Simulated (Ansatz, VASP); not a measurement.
**Two plane-wave programs on BN**

```xyz
4
Lattice="2.5469 0.0000 0.0000 -1.2735 2.2057 0.0000 0.0000 0.0000 4.1606" Properties=species:S:1:pos:R:3 pbc="T T T"
B     0.0000    1.4705   -0.0010
B     1.2735    0.7352    2.0793
N     0.0000    1.4705    1.5571
N     1.2735    0.7352    3.6374
```

Change from the starting cell: strained cell.

Alike in both runs: task relaxation of the atoms; functional PBEsol; k mesh 9 × 9 × 6; occupations gaussian, width 0.02 eV; no spin polarisation.

|  | VASP | Ansatz |
| --- | --- | --- |
| version | VASP 6.6.1 | Ansatz 0.2.0 |
| potentials or method | VASP PAW PBE potentials, release 64 (B, N) | scalar-relativistic, plane waves, PAW |
| plane-wave cutoff (eV) | 520 | 420 |
| valence electrons in the cell | 16 | 16 |

Ansatz gave:

```
gap on the k mesh at the Fermi level, each at its own relaxed structure (eV) : 5.01
```

Task: Estimate VASP's values.

Result: gap on the k mesh at the Fermi level, each at its own relaxed structure (eV): 5.00.

Ansatz warned: «pseudo_functional_mismatch».

Caveats: an odd mesh through Γ misses points on the zone boundary, where band edges often lie.
